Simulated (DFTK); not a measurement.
Crystal: Co.

```xyz
2
Lattice="2.4720 0.0000 0.0000 -1.2360 2.1408 0.0000 0.0000 0.0000 4.0211" Properties=species:S:1:pos:R:3 pbc="T T T"
Co    1.2360    0.7136    3.0159
Co    0.0000    1.4272    1.0053
```

Program: DFTK 0.8.2. Alike in all runs: task single point; potentials or basis SG15 1.2 (PBE); spin collinear, ferromagnetic start; cell as given; k mesh 9 × 9 × 5; cutoff (eV) 1225; smearing fermi-dirac 0.05 eV.

Problem. Order these runs on this cell by their pressure, lowest first.
A. level LDA
B. level PBEsol
C. level r2SCAN

Solution. A (-19.0 GPa), B (-6.8 GPa), C (0.9 GPa).

Caveats: the potentials were made for another functional, which shifts forces and pressure.
